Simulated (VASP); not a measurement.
# Re (P6_3/mmc) in VASP: a series of runs, part 2 of 2

VASP 6.6.1. Earlier steps stand in the parts before.

## 4. Relaxation of cell and atoms, PBE+dDsC, spin-orbit coupling, no magnetisation (volume scaled by 0.88)

File run.py:

```python
from ase import Atoms
from ase.calculators.vasp import Vasp
from ase.filters import FrechetCellFilter
from ase.optimize import LBFGS

atoms = Atoms(
    ['Re', 'Re'],
    cell=[[2.6456303883, 0.0, 0.0], [-1.3228151941, 2.2911831253, 0.0], [0.0, 0.0, 4.2722216014]],
    scaled_positions=[[0.6666666667, 0.3333333333, 0.75], [0.3333333333, 0.6666666667, 0.25]],
    pbc=True,
)
calc = Vasp(
    directory='calc',
    xc='pbe',
    pp='PBE',
    setups='minimal',
    prec='Accurate',
    encut=580,
    ediff=1e-06,
    ismear=1,
    sigma=0.1,
    lreal=False,
    lasph=True,
    nelm=60,
    algo='Fast',
    isif=2,
    lwave=False,
    lcharg=False,
    lorbit=11,
    lsorbit=True,
    gga_compat=False,
    lmaxmix=4,
    ivdw=4,
    kpts=[8, 8, 5],
    gamma=True,
)
atoms.calc = calc
opt = LBFGS(FrechetCellFilter(atoms), trajectory='relax.traj')
converged = opt.run(fmax=0.02, steps=40)
print('converged:', converged)

print('energy (eV):', atoms.get_potential_energy())
print('free energy (eV):', atoms.get_potential_energy(force_consistent=True))
print('forces (eV/A):')
print(atoms.get_forces())
print('stress (eV/A^3, Voigt):', atoms.get_stress())
print('Fermi level (eV):', calc.get_fermi_level())
print('cell (A, degrees):', atoms.cell.cellpar())
print('volume (A^3):', atoms.get_volume())
print('scaled positions:')
print(atoms.get_scaled_positions())
```

Potentials or basis: VASP PAW PBE potentials, release 64 (Re).

The run is started by

```bash
$ python run.py
```

What it wrote:

```text
Step     Time          Energy          fmax
LBFGS:    0 --:--:--      -25.530781        5.618406
LBFGS:    1 --:--:--      -26.286835        0.513831
LBFGS:    2 --:--:--      -26.301179        0.080562
LBFGS:    3 --:--:--      -26.302620        0.013405
converged: True
energy (eV): -26.30304064
free energy (eV): -26.30261994
forces (eV/A):
[[ 0.00311218 -0.00181136 -0.01230236]
 [-0.00311218  0.00181136  0.01230236]]
stress (eV/A^3, Voigt): [-2.09426655e-04 -1.95887111e-04  2.55740637e-04 -3.47043380e-04
  6.00022118e-04  1.23476337e-05]
Fermi level (eV): 7.85016661
cell (A, degrees): [  2.76400149   2.7640013    4.46814628  90.00515396  89.99485588
 120.00404442]
volume (A^3): 29.560843900427432
scaled positions:
[[0.66673039 0.33327011 0.7500322 ]
 [0.33326961 0.66672989 0.2499678 ]]
```

OUTCAR:

```text
ENCUT = 580.000000
   EDIFF = 1.00e-06
   GGA = PE
   PREC = Accurate
   ISIF = 2
   ISMEAR = 1
   LORBIT = 11
   NELM = 60
   IVDW = 4
   LASPH = .TRUE.
   LSORBIT = .TRUE.
   LREAL = .FALSE.
  IVDW =   4

 ion  position               nearest neighbor table
   1  0.667  0.333  0.750-   2 2.75   2 2.75   2 2.75   2 2.75   2 2.75   2 2.75
   2  0.333  0.667  0.250-   1 2.75   1 2.75   1 2.75   1 2.75   1 2.75   1 2.75

  LATTYP: Found a base centered monoclinic cell.
 ALAT       =     4.7874884028
 B/A-ratio  =     0.5773032112
 C/A-ratio  =     0.9332965234
 COS(beta)  =    -0.0001037681

  Lattice vectors:

 A1 = (  -1.3820851786,   2.3936465380,  -0.0001243709)
 A2 = (  -2.7640014869,   0.0000974974,  -0.0001241333)
 A3 = (   0.0002004863,  -0.0001161934,   4.4681462761)

Analysis of symmetry for initial positions (statically):
=====================================================================
 Subroutine PRICEL returns:
 Original cell was already a primitive cell.

 Routine SETGRP: Setting up the symmetry group for a
 base centered monoclinic supercell.

[... 905 lines left out ...]
     0.0000000     0.0000000     0.0000000     0.0000000     0.0000000     0.0000000     0.0000000
     0.0000000     0.0000000     0.0000000     0.0000000     0.0000000     0.0000000     0.0000000
     0.0000000     0.0000000     0.0000000     0.0000000     0.0000000     0.0000000     0.0000000
     0.0000000     0.0000000     0.0000000     0.0000000     0.0000000     0.0000000     0.0000000
     0.0000000     0.0000000     0.0000000     0.0000000     0.0000000     0.0000000     0.0000000

 Ion:    2  E_soc:     -0.6836453
 l=   1
     0.0000000    -0.0430146    -0.0429941
    -0.0430146     0.0000000    -0.0430135
    -0.0429941    -0.0430135     0.0000000
 l=   2
     0.0000000    -0.0136632     0.0000000    -0.0136642    -0.0567343
    -0.0136632     0.0000000    -0.0435213    -0.0143641    -0.0136646
     0.0000000    -0.0435213     0.0000000    -0.0435234     0.0000000
    -0.0136642    -0.0143641    -0.0435234     0.0000000    -0.0136653
    -0.0567343    -0.0136646     0.0000000    -0.0136653     0.0000000
 l=   3
     0.0000000     0.0000000     0.0000000     0.0000000     0.0000000     0.0000000     0.0000000
     0.0000000     0.0000000     0.0000000     0.0000000     0.0000000     0.0000000     0.0000000
     0.0000000     0.0000000     0.0000000     0.0000000     0.0000000     0.0000000     0.0000000
     0.0000000     0.0000000     0.0000000     0.0000000     0.0000000     0.0000000     0.0000000
     0.0000000     0.0000000     0.0000000     0.0000000     0.0000000     0.0000000     0.0000000
     0.0000000     0.0000000     0.0000000     0.0000000     0.0000000     0.0000000     0.0000000
     0.0000000     0.0000000     0.0000000     0.0000000     0.0000000     0.0000000     0.0000000

 total charge

# of ion       s       p       d       tot
------------------------------------------
    1        0.623   0.691   4.806   6.120
    2        0.623   0.691   4.806   6.120
--------------------------------------------------
tot          1.247   1.381   9.612  12.240

 magnetization (x)

# of ion       s       p       d       tot
------------------------------------------
    1       -0.000  -0.000   0.000   0.000
    2       -0.000  -0.000   0.000   0.000
--------------------------------------------------
tot         -0.000  -0.000   0.000   0.000

 magnetization (y)

# of ion       s       p       d       tot
------------------------------------------
    1       -0.000  -0.000   0.000   0.000
    2       -0.000  -0.000   0.000   0.000
--------------------------------------------------
tot         -0.000  -0.000   0.000   0.000

 magnetization (z)

# of ion       s       p       d       tot
------------------------------------------
    1       -0.000  -0.000   0.000   0.000
    2       -0.000  -0.000   0.000   0.000
--------------------------------------------------
tot         -0.000  -0.000   0.000   0.000
```

INCAR:

```text
ENCUT = 580.000000
SIGMA = 0.100000
EDIFF = 1.00e-06
ALGO = Fast
GGA = PE
PREC = Accurate
ISIF = 2
ISMEAR = 1
LMAXMIX = 4
LORBIT = 11
NELM = 60
IVDW = 4
LASPH = .TRUE.
LCHARG = .FALSE.
LWAVE = .FALSE.
LSORBIT = .TRUE.
GGA_COMPAT = .FALSE.
LREAL = .FALSE.
```

It took 20 min on 1 thread of Intel Xeon Platinum 8488C (Sapphire Rapids), shared host; peak memory 0.36 GiB.

Results:

* Free energy: -26.3026 eV
* Relaxed volume: 14.78 Å³/atom
* Relaxed cell: a = 2.764 Å, b = 2.764 Å, c = 4.468 Å, α = 90.01°, β = 89.99°, γ = 120.00°
* Space group after relaxing (to 0.05 Å): P6_3/mmc (No. 194)
* Energy gained by relaxing: 386.0 meV/atom
* Ionic steps: 4
* Pressure after relaxing: 0.0 GPa
* Largest force after relaxing: 0.013 eV/Å
* Valence electrons inside the program's atomic spheres: Re 6.12
* Dispersion energy per atom: -0.385 eV

Forces in eV/Å, atoms in the order of the input:
```
Re   0.003 -0.002 -0.012
Re  -0.003  0.002  0.012
```

Step by step:
```tsv
step	energy change (eV)	largest force (eV/Å)	pressure (GPa)	volume (Å³)
1	0.0000	0.0129	68.18	25.90
2	-0.7562	0.0141	5.64	29.14
3	-0.7705	0.0123	0.83	29.50
4	-0.7719	0.0128	0.01	29.56
```

Final structure:
```cif
data_structure
_symmetry_space_group_name_H-M 'P 1'
_symmetry_Int_Tables_number 1
_cell_length_a 2.7640
_cell_length_b 2.7640
_cell_length_c 4.4681
_cell_angle_alpha 90.005
_cell_angle_beta 89.995
_cell_angle_gamma 120.004
_cell_volume 29.56
loop_
_atom_site_label
_atom_site_type_symbol
_atom_site_fract_x
_atom_site_fract_y
_atom_site_fract_z
_atom_site_occupancy
Re1 Re 0.66673 0.33327 0.75003 1
Re2 Re 0.33327 0.66673 0.24997 1
```

## 5. Relaxation of cell and atoms, LDA (volume scaled by 1.04)

File run.py:

```python
from ase import Atoms
from ase.calculators.vasp import Vasp
from ase.filters import UnitCellFilter
from ase.optimize import BFGS

atoms = Atoms(
    ['Re', 'Re'],
    cell=[[2.7971304821, 0.0, 0.0], [-1.398565241, 2.4223860552, 0.0], [0.0, 0.0, 4.5168672541]],
    scaled_positions=[[0.6666666667, 0.3333333333, 0.75], [0.3333333333, 0.6666666667, 0.25]],
    pbc=True,
)
calc = Vasp(
    directory='calc',
    xc='lda',
    pp='LDA',
    setups='recommended',
    prec='Accurate',
    encut=600,
    ediff=1e-07,
    ismear=1,
    sigma=0.1,
    lreal=False,
    lasph=True,
    nelm=60,
    algo='Normal',
    isif=2,
    lwave=False,
    lcharg=False,
    kpts=[11, 11, 6],
    gamma=True,
)
atoms.calc = calc
opt = BFGS(UnitCellFilter(atoms), trajectory='relax.traj')
converged = opt.run(fmax=0.005, steps=40)
print('converged:', converged)

print('energy (eV):', atoms.get_potential_energy())
print('free energy (eV):', atoms.get_potential_energy(force_consistent=True))
print('forces (eV/A):')
print(atoms.get_forces())
print('stress (eV/A^3, Voigt):', atoms.get_stress())
print('Fermi level (eV):', calc.get_fermi_level())
print('cell (A, degrees):', atoms.cell.cellpar())
print('volume (A^3):', atoms.get_volume())
print('scaled positions:')
print(atoms.get_scaled_positions())
```

Potentials or basis: VASP PAW LDA potentials, release 64 (Re).

The run is started by

```bash
$ python run.py
```

Wall time 82 s (1 thread of Intel Xeon Platinum 8488C (Sapphire Rapids), shared host); peak memory 0.15 GiB.

The run converged. Its results:

- Free energy: -27.5274 eV
- Relaxed volume: 14.38 Å³/atom
- Relaxed cell: a = 2.741 Å, b = 2.741 Å, c = 4.421 Å, α = 90.00°, β = 90.00°, γ = 120.00°
- Space group after relaxing (to 0.05 Å): P6_3/mmc (No. 194)
- Energy gained by relaxing: 67.2 meV/atom
- Ionic steps: 5
- Pressure after relaxing: 0.0 GPa
- Band gap on the k mesh: none (metal or under the smearing width)

Step by step:
| step | energy change (eV) | largest force (eV/Å) | pressure (GPa) | volume (Å³) |
| --- | --- | --- | --- | --- |
| 1 | 0.0000 | 0.0000 | -22.20 | 30.61 |
| 2 | -0.1251 | 0.0000 | -6.43 | 29.24 |
| 3 | -0.1342 | 0.0000 | 0.79 | 28.71 |
| 4 | -0.1344 | 0.0000 | -0.02 | 28.77 |
| 5 | -0.1344 | 0.0000 | 0.00 | 28.77 |

Final structure:
```yaml
crystal:
  lattice:
    - [2.74093, 0.00000, 0.00000]
    - [-1.37046, 2.37371, 0.00000]
    - [0.00000, 0.00000, 4.42139]
  atoms:
    - { symbol: Re, position: [0.66667, 0.33333, 0.75000] }
    - { symbol: Re, position: [0.33333, 0.66667, 0.25000] }
```

Levels at points of the mesh, in eV from the Fermi level:
```
           k point  band 3  band 4  band 5  band 6  band 7  band 8  band 9  band 10  band 11
(0.00, 0.00, 0.00)   -1.70   -1.70   -1.68   -0.82   -0.82    0.12    0.12     0.78     3.42
(0.00, 0.00, 0.50)   -2.46   -2.46   -1.83   -1.83   -1.83   -1.83    2.59     2.59     2.59
```

The run has no spin-orbit coupling, so splittings on Re are missing. Zero-point motion and thermal expansion aren't in these numbers.

## 6. Single point, PBE

File INCAR:

```
  ALGO = Normal
  EDIFF = 1E-6
  ENCUT = 500
  GGA = PE
  ISIF = 2
  ISMEAR = 0
  LASPH = True
  LCHARG = True
  LELF = True
  LREAL = False
  LVHAR = True
  LWAVE = False
  NELM = 100
  PREC = Accurate
  SIGMA = 0.05
```

File KPOINTS:

```
k-points
0
Gamma
  11 11 6
```

File POSCAR:

```
Re
1.0
    2.7608000000      0.0000000000      0.0000000000
   -1.3804000000      2.3909229348      0.0000000000
    0.0000000000      0.0000000000      4.4582000000
Re
2
Cartesian
    1.3804000001      0.7969743115      3.3436500000
   -0.0000000001      1.5939486233      1.1145500000
```

Potentials or basis: VASP PAW PBE potentials, release 64 (Re).

The run is started by

```bash
$ cat potpaw_PBE.64/Re/POTCAR > POTCAR
$ mpirun -np 1 vasp_std > vasp.out
```

Run time: 13 s. Hardware: 1 thread of Intel Xeon 6975P-C (Granite Rapids), shared host; peak memory 0.14 GiB.

It converged, with:

```
Free energy            : -24.8399 eV
Pressure               : 5.5 GPa
Band gap on the k mesh : none (metal or under the smearing width)
```

Stress tensor (GPa, compression positive):
```
5.68 0.00 0.00
0.00 5.68 0.00
0.00 0.00 5.04
```

Levels at points of the mesh, in eV from the Fermi level:
| k point | band 3 | band 4 | band 5 | band 6 | band 7 | band 8 | band 9 | band 10 | band 11 |
| --- | --- | --- | --- | --- | --- | --- | --- | --- | --- |
| (0.00, 0.00, 0.00) | -1.60 | -1.59 | -1.59 | -0.76 | -0.76 | 0.17 | 0.17 | 0.60 | 3.35 |
| (0.00, 0.00, 0.50) | -2.40 | -2.40 | -1.72 | -1.72 | -1.72 | -1.72 | 2.53 | 2.53 | 2.53 |

## 7. Overview

| task | level | potentials or basis | spin | cell | k mesh | cutoff (eV) | smearing | further INCAR settings | optimiser | gap on the mesh (eV) | pressure (GPa) | relaxed volume (Å³/atom) |
| --- | --- | --- | --- | --- | --- | --- | --- | --- | --- | --- | --- | --- |
| single point | PBE | VASP PAW PBE potentials, release 64 (Re) | off | as given | 11 × 11 × 6 | 520 | gaussian 0.02 eV | ALGO = Fast; EDIFF = 1e-06; NBANDS = 14 | - | none | 5.5 | - |
| single point | PBE | VASP PAW PBE potentials, release 64 (Re) | off | as given | 11 × 11 × 6 | 520 | gaussian 0.02 eV | ALGO = Normal; EDIFF = 1.00e-06 | - | none | 5.4 | - |
| relaxation of cell and atoms | PBE+dDsC | VASP PAW PBE potentials, release 64 (Re) | SOC, no magnetisation | relaxed from: volume scaled by 0.88 | 8 × 8 × 5 | 580 | methfessel-paxton 0.1 eV | ALGO = Fast; EDIFF = 1.00e-06 | LBFGS | - | 0.0 | 14.78 |
| relaxation of cell and atoms | LDA | VASP PAW LDA potentials, release 64 (Re) | off | relaxed from: volume scaled by 1.04 | 11 × 11 × 6 | 600 | methfessel-paxton 0.1 eV | ALGO = Normal; EDIFF = 1.00e-07 | BFGS | none | 0.0 | 14.38 |
| single point | PBE | VASP PAW PBE potentials, release 64 (Re) | off | as given | 11 × 11 × 6 | 500 | gaussian 0.05 eV | ALGO = Normal; EDIFF = 1e-06 | - | none | 5.5 | - |

Absolute energies hang on the potentials; compare differences alone.
